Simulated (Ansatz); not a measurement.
## C (P6/mmm), comparing deformations

Theory: Ansatz 0.2.0, DFT PBE+D3(BJ), scalar-relativistic, plane waves, PAW. The runs took a 420 eV cutoff, a Γ-centred 30×30×18 mesh and Gaussian smearing (0.15 eV). No spin polarisation. Energies are free energies at this smearing, counted from the undisturbed cell; pressure is positive in compression.

Reference structure (relaxed at this level; this form isn't the usual structure):

```yaml
crystal:
  lattice:
    - [2.46474, 0.00000, 0.00000]
    - [-1.23237, 2.13453, 0.00000]
    - [0.00000, 0.00000, 3.56743]
  atoms:
    - { symbol: C, position: [0.33333, 0.66667, 0.00000] }
    - { symbol: C, position: [0.66667, 0.33333, 0.00000] }
```

The cell is strained by ε times a Voigt pattern (xx, yy, zz, yz, xz, xy; engineering shear) with fractional coordinates fixed. τ = (1/V0) dE/dε comes from the stress tensor. Of each scan, only the three points used here are listed.

| pattern | ε | τ (GPa) |
| --- | --- | --- |
| (0, 0, 0, 0, 0, 1) | -0.0100 | -4.31 |
| (0, 0, 0, 0, 0, 1) | 0.0000 | 0.00 |
| (0, 0, 0, 0, 0, 1) | 0.0100 | 4.31 |
| (0, 0, 0, 1, 0, 0) | -0.0100 | 0.0395 |
| (0, 0, 0, 1, 0, 0) | 0.0000 | 0.0000 |
| (0, 0, 0, 1, 0, 0) | 0.0100 | -0.0395 |

Q: Which constants do the scans give, and which deformation costs least for the same size of strain tensor?

A: The slope dτ/dε at zero (parabola through three points) is pᵀCp: (0, 0, 0, 0, 0, 1) gives C66 = 431 GPa; (0, 0, 0, 1, 0, 0) gives C44 = -4.0 GPa. The size of the strain tensor, ε:ε, is ε² times 0.5, 0.5. Per unit of it the stiffnesses are 862, -7.9 GPa, so (0, 0, 0, 1, 0, 0) is the softest of these, and it is unstable with clamped ions. These are clamped-ion values.

Forces appear on the atoms along this scan, and letting them relax would lower the energy and soften the response. In a metal these slopes depend on the k mesh and the smearing.

Cost: 13 runs of about 10 core-minutes in all, on Arm Neoverse V1 (shared hosts).